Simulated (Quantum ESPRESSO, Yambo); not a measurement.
# Beyond one shot: BN (Qingsongite), part 2 of 2

How far does self-consistency move the gap of BN (Qingsongite)?

Quantum ESPRESSO 7.5 and Yambo 5.3.0; PBE and many-body steps on it, plane waves. Known limits of the many-body steps: not at the basis limit; coarse k mesh.

So far. Step 5 (evGW0, cycle 1): Against G0W0 in Yambo (6×6×6 mesh, 53 bands, screening to 210.9 eV, Godby-Needs plasmon pole), the gap moves by +0.157 eV. Step 6 (evGW0, cycle 2): Against the cycle before, the gap moves by +0.019 eV.

### 7. evGW0, cycle 3

Level of this step: evGW0 on PBE, plane waves, norm-conserving pseudopotentials (Yambo).

Contents of gw4.in:

```
HF_and_locXC
gw0
dyson
ppa
em1d
rim_cut
RandQpts= 1000000
RandGvec= 1 RL
EXXRLvcs= 72 Ry
VXCRLvcs= 288 Ry
Chimod= "HARTREE"
% BndsRnXp
 1 | 53 |
%
NGsBlkXp= 15.5 Ry
% LongDrXp
 1 | 1 | 1 |
%
% GbndRnge
 1 | 53 |
%
DysSolver= "n"
ExtendOut
PPAPntXp= 27.21138 eV
% QPkrange
 1 | 16 | 2 | 8 |
%
GfnQPdb= "E < ./gw3_fix/ndb.QP"
```

The run is started by

```sh
OMP_NUM_THREADS=1 mpirun -n 4 yambo -F gw4.in -J gw4,gw1_W -C gw4 > gw4.log
```

The log of the run:

```text
 Yambo, version 5.3.0

 [02] CORE Variables Setup
 =========================

  [... cell, symmetries and grids as in the set-up ...]

  [02.05] Energies & Occupations
  ==============================

  [X] === General ===
  [X] Electronic Temperature                        :  0.000000  0.000000 [eV K]
  [X] Bosonic    Temperature                        :  0.000000  0.000000 [eV K]
  [X] Finite Temperature mode                       : no
  [X] El. density                                   :  0.67737E+24 [cm-3]
[...]
Sx RL components                                 :   893

   QP @ state[ 1 ] K range                          :   1  16
   QP @ state[ 1 ] b range                          :   2   8
   GF energies kind                                 : Perdew, Burke & Ernzerhof(X)+Perdew, Burke & Ernzerhof(C)+ E < ./gw1/ndb.QP + @E Fit+ E < ./gw2_fix/
   GF WF`s kind                                     : Perdew, Burke & Ernzerhof(X)+Perdew, Burke & Ernzerhof(C)
   Xs energies kind                                 : Perdew, Burke & Ernzerhof(X)+Perdew, Burke & Ernzerhof(C)
   Xs WF`s kind                                     : Perdew, Burke & Ernzerhof(X)+Perdew, Burke & Ernzerhof(C)

 [13] Game Over & Game summary
```

It took 1.9 min on 4 MPI ranks of Arm Neoverse V1, shared host; peak memory 1.2 GiB; 7.6 min of CPU time.

This step gave:

```
quasiparticle gap on the mesh                         : 6.126 eV
gap of the density functional on the mesh             : 4.535 eV
k of the valence top                                  : 0, 0, 0
k of the conduction bottom                            : 0, -0.5, -0.5
least direct quasiparticle gap on the computed points : 11.17 eV
```

Against the cycle before, the gap moves by +0.002 eV.

The program's own table gives 6.337 eV, which is too large where the input levels are shifted: this version takes Σc at the unshifted level E₀, yet steps from the shifted one. The value above is the Newton step from E₀, E₀ + Z(Σc + Σx − Vxc), rebuilt from the printed columns.

### 8. evGW, cycle 1

This step: evGW on PBE, plane waves, norm-conserving pseudopotentials.

gw5.in, as its differences from gw4.in of step 7:

```diff
@@ -27,2 +27,3 @@
 %
-GfnQPdb= "E < ./gw3_fix/ndb.QP"
+GfnQPdb= "E < ./gw1/ndb.QP"
+XfnQPdb= "E < ./gw1/ndb.QP"
```

The run is started by

```sh
OMP_NUM_THREADS=1 mpirun -n 4 yambo -F gw5.in -J gw5 -C gw5 > gw5.log
```

The log of the run:

```text
 Yambo, version 5.3.0

 [02] CORE Variables Setup
 =========================

  [... cell, symmetries and grids as in the set-up ...]

  [02.05] Energies & Occupations
  ==============================

  [X] === General ===
  [X] Electronic Temperature                        :  0.000000  0.000000 [eV K]
  [X] Bosonic    Temperature                        :  0.000000  0.000000 [eV K]
  [X] Finite Temperature mode                       : no
  [X] El. density                                   :  0.67737E+24 [cm-3]
[...]
Sx RL components                                 :   893

   QP @ state[ 1 ] K range                          :   1  16
   QP @ state[ 1 ] b range                          :   2   8
   GF energies kind                                 : Perdew, Burke & Ernzerhof(X)+Perdew, Burke & Ernzerhof(C)+ E < ./gw1/ndb.QP + @E Fit
   GF WF`s kind                                     : Perdew, Burke & Ernzerhof(X)+Perdew, Burke & Ernzerhof(C)
   Xs energies kind                                 : Perdew, Burke & Ernzerhof(X)+Perdew, Burke & Ernzerhof(C)
   Xs WF`s kind                                     : Perdew, Burke & Ernzerhof(X)+Perdew, Burke & Ernzerhof(C)

 [15] Game Over & Game summary
```

Elapsed: 2.1 min, on 4 MPI ranks; peak memory 1.2 GiB; 8.2 min of CPU time.

This step gave:

| Property | Result |
| --- | --- |
| quasiparticle gap on the mesh | 6.377 eV |
| gap of the density functional on the mesh | 4.535 eV |
| k of the valence top | 0, 0, 0 |
| k of the conduction bottom | 0, -0.5, -0.5 |
| least direct quasiparticle gap on the computed points | 11.44 eV |

Against G0W0 in Yambo (6×6×6 mesh, 53 bands, screening to 210.9 eV, Godby-Needs plasmon pole), the gap moves by +0.430 eV.

The program's own table gives 6.551 eV, which is too large where the input levels are shifted: this version takes Σc at the unshifted level E₀, yet steps from the shifted one. The value above is the Newton step from E₀, E₀ + Z(Σc + Σx − Vxc), rebuilt from the printed columns.

### 9. evGW, cycle 2

gw6.in, as its differences from gw5.in of step 8:

```diff
@@ -27,3 +27,3 @@
 %
-GfnQPdb= "E < ./gw1/ndb.QP"
-XfnQPdb= "E < ./gw1/ndb.QP"
+GfnQPdb= "E < ./gw5_fix/ndb.QP"
+XfnQPdb= "E < ./gw5_fix/ndb.QP"
```

The run is started by

```sh
OMP_NUM_THREADS=1 mpirun -n 4 yambo -F gw6.in -J gw6 -C gw6 > gw6.log
```

The log of the run:

```text
 Yambo, version 5.3.0

 [02] CORE Variables Setup
 =========================

  [... cell, symmetries and grids as in the set-up ...]

  [02.05] Energies & Occupations
  ==============================

  [X] === General ===
  [X] Electronic Temperature                        :  0.000000  0.000000 [eV K]
  [X] Bosonic    Temperature                        :  0.000000  0.000000 [eV K]
  [X] Finite Temperature mode                       : no
  [X] El. density                                   :  0.67737E+24 [cm-3]
[...]
Sx RL components                                 :   893

   QP @ state[ 1 ] K range                          :   1  16
   QP @ state[ 1 ] b range                          :   2   8
   GF energies kind                                 : Perdew, Burke & Ernzerhof(X)+Perdew, Burke & Ernzerhof(C)+ E < ./gw1/ndb.QP + @E Fit+ E < ./gw5_fix/
   GF WF`s kind                                     : Perdew, Burke & Ernzerhof(X)+Perdew, Burke & Ernzerhof(C)
   Xs energies kind                                 : Perdew, Burke & Ernzerhof(X)+Perdew, Burke & Ernzerhof(C)
   Xs WF`s kind                                     : Perdew, Burke & Ernzerhof(X)+Perdew, Burke & Ernzerhof(C)

 [15] Game Over & Game summary
```

It took 2.1 min on 4 MPI ranks; peak memory 1.2 GiB.

This step gave:

```
quasiparticle gap on the mesh                         : 6.495 eV
gap of the density functional on the mesh             : 4.535 eV
k of the valence top                                  : 0, 0, 0
k of the conduction bottom                            : 0, -0.5, -0.5
least direct quasiparticle gap on the computed points : 11.60 eV
```

Against the cycle before, the gap moves by +0.118 eV.

The program's own table gives 6.711 eV, which is too large where the input levels are shifted: this version takes Σc at the unshifted level E₀, yet steps from the shifted one. The value above is the Newton step from E₀, E₀ + Z(Σc + Σx − Vxc), rebuilt from the printed columns.

### 10. evGW, cycle 3

gw7.in, as its differences from gw6.in of step 9:

```diff
@@ -27,3 +27,3 @@
 %
-GfnQPdb= "E < ./gw5_fix/ndb.QP"
-XfnQPdb= "E < ./gw5_fix/ndb.QP"
+GfnQPdb= "E < ./gw6_fix/ndb.QP"
+XfnQPdb= "E < ./gw6_fix/ndb.QP"
```

The run is started by

```sh
OMP_NUM_THREADS=1 mpirun -n 4 yambo -F gw7.in -J gw7 -C gw7 > gw7.log
```

The log of the run:

```text
 Yambo, version 5.3.0

 [02] CORE Variables Setup
 =========================

  [... cell, symmetries and grids as in the set-up ...]

  [02.05] Energies & Occupations
  ==============================

  [X] === General ===
  [X] Electronic Temperature                        :  0.000000  0.000000 [eV K]
  [X] Bosonic    Temperature                        :  0.000000  0.000000 [eV K]
  [X] Finite Temperature mode                       : no
  [X] El. density                                   :  0.67737E+24 [cm-3]
[...]
Sx RL components                                 :   893

   QP @ state[ 1 ] K range                          :   1  16
   QP @ state[ 1 ] b range                          :   2   8
   GF energies kind                                 : Perdew, Burke & Ernzerhof(X)+Perdew, Burke & Ernzerhof(C)+ E < ./gw1/ndb.QP + @E Fit+ E < ./gw5_fix/
   GF WF`s kind                                     : Perdew, Burke & Ernzerhof(X)+Perdew, Burke & Ernzerhof(C)
   Xs energies kind                                 : Perdew, Burke & Ernzerhof(X)+Perdew, Burke & Ernzerhof(C)
   Xs WF`s kind                                     : Perdew, Burke & Ernzerhof(X)+Perdew, Burke & Ernzerhof(C)

 [15] Game Over & Game summary
```

The job ended after 2.1 min (4 MPI ranks; peak memory 1.2 GiB; 8.2 min of CPU time).

Numbers from this step:

```yaml
quasiparticle_gap_on_the_mesh: 6.527 eV
gap_of_the_density_functional_on_the_mesh: 4.535 eV
k_of_the_valence_top: 0, 0, 0
k_of_the_conduction_bottom: 0, -0.5, -0.5
least_direct_quasiparticle_gap_on_the_computed_points: 11.64 eV
```

Against the cycle before, the gap moves by +0.032 eV.

The program's own table gives 6.754 eV, which is too large where the input levels are shifted: this version takes Σc at the unshifted level E₀, yet steps from the shifted one. The value above is the Newton step from E₀, E₀ + Z(Σc + Σx − Vxc), rebuilt from the printed columns.

### 11. evGW, cycle 4

gw8.in, as its differences from gw7.in of step 10:

```diff
@@ -27,3 +27,3 @@
 %
-GfnQPdb= "E < ./gw6_fix/ndb.QP"
-XfnQPdb= "E < ./gw6_fix/ndb.QP"
+GfnQPdb= "E < ./gw7_fix/ndb.QP"
+XfnQPdb= "E < ./gw7_fix/ndb.QP"
```

The run is started by

```sh
OMP_NUM_THREADS=1 mpirun -n 4 yambo -F gw8.in -J gw8 -C gw8 > gw8.log
```

The log of the run:

```text
 Yambo, version 5.3.0

 [02] CORE Variables Setup
 =========================

  [... cell, symmetries and grids as in the set-up ...]

  [02.05] Energies & Occupations
  ==============================

  [X] === General ===
  [X] Electronic Temperature                        :  0.000000  0.000000 [eV K]
  [X] Bosonic    Temperature                        :  0.000000  0.000000 [eV K]
  [X] Finite Temperature mode                       : no
  [X] El. density                                   :  0.67737E+24 [cm-3]
[...]
Sx RL components                                 :   893

   QP @ state[ 1 ] K range                          :   1  16
   QP @ state[ 1 ] b range                          :   2   8
   GF energies kind                                 : Perdew, Burke & Ernzerhof(X)+Perdew, Burke & Ernzerhof(C)+ E < ./gw1/ndb.QP + @E Fit+ E < ./gw5_fix/
   GF WF`s kind                                     : Perdew, Burke & Ernzerhof(X)+Perdew, Burke & Ernzerhof(C)
   Xs energies kind                                 : Perdew, Burke & Ernzerhof(X)+Perdew, Burke & Ernzerhof(C)
   Xs WF`s kind                                     : Perdew, Burke & Ernzerhof(X)+Perdew, Burke & Ernzerhof(C)

 [15] Game Over & Game summary
```

Run time: 2.1 min. Hardware: 4 MPI ranks; peak memory 1.2 GiB.

This step gave:

```yaml
quasiparticle_gap_on_the_mesh: 6.536 eV
gap_of_the_density_functional_on_the_mesh: 4.535 eV
k_of_the_valence_top: 0, 0, 0
k_of_the_conduction_bottom: 0, -0.5, -0.5
least_direct_quasiparticle_gap_on_the_computed_points: 11.65 eV
```

Against the cycle before, the gap moves by +0.008 eV.

The program's own table gives 6.765 eV, which is too large where the input levels are shifted: this version takes Σc at the unshifted level E₀, yet steps from the shifted one. The value above is the Newton step from E₀, E₀ + Z(Σc + Σx − Vxc), rebuilt from the printed columns.

### 12. Side by side

Times are wall times on 4 MPI ranks of Arm Neoverse V1, shared host, good to a factor of about two.

| run | mesh | bands | screening cutoff (eV) | DFT gap (eV) | gap on the mesh (eV) | direct (eV) | time |
| --- | --- | --- | --- | --- | --- | --- | --- |
| G0W0 | 6×6×6 | 53 | 210.9 | 4.535 | 5.947 | 10.881 | 2.1 min |
| evGW0, cycle 1 | 6×6×6 | 53 | 210.9 | 4.535 | 6.104 | 11.133 | 1.9 min |
| evGW0, cycle 2 | 6×6×6 | 53 | 210.9 | 4.535 | 6.123 | 11.167 | 1.9 min |
| evGW0, cycle 3 | 6×6×6 | 53 | 210.9 | 4.535 | 6.126 | 11.172 | 1.9 min |
| evGW, cycle 1 | 6×6×6 | 53 | 210.9 | 4.535 | 6.377 | 11.444 | 2.1 min |
| evGW, cycle 2 | 6×6×6 | 53 | 210.9 | 4.535 | 6.495 | 11.599 | 2.1 min |
| evGW, cycle 3 | 6×6×6 | 53 | 210.9 | 4.535 | 6.527 | 11.640 | 2.1 min |
| evGW, cycle 4 | 6×6×6 | 53 | 210.9 | 4.535 | 6.536 | 11.651 | 2.1 min |

### 13. Outcome

| Quantity | Value |
| --- | --- |
| G0W0 | 5.947 eV |
| evGW0, cycle 1 | 6.104 eV |
| evGW0, cycle 2 | 6.123 eV |
| evGW0, cycle 3 | 6.126 eV |
| evGW, cycle 1 | 6.377 eV |
| evGW, cycle 2 | 6.495 eV |
| evGW, cycle 3 | 6.527 eV |
| evGW, cycle 4 | 6.536 eV |
| known limits | not at the basis limit; coarse k mesh |

In words: evGW0 ends at 6.13 eV, +0.18 eV from G0W0, after 3 cycles that took 5.7 min beside the first screening; the last moved the gap by 0.002 eV. evGW ends at 6.54 eV, +0.59 eV from G0W0, after 4 cycles that took 8.3 min beside the first screening; the last moved the gap by 0.008 eV. Bands and cutoff are finite, so the gap is not at the basis limit. The miss can reach some tenths of an eV and take either sign; the mesh is an error of its own. The 6×6×6 mesh is coarse for this cell, which bears on the long-range parts of exchange and screening.

[Paths, hosts, dates, memory and timing lines, banners, echoed tables and standing remarks are left out of the program output.]

[Logs are printed without paths, hosts, clocks, repeated set-up lines and the standing remarks that a program may print on its own settings, such as how far it seeks lower states.]

[Runs of the session that timed out or met a known fault of the program may be left out.]

[Hosts, paths, dates, database ids (printed as entryN), source tags and the programs' standing remarks are cut or masked in the printed files.]
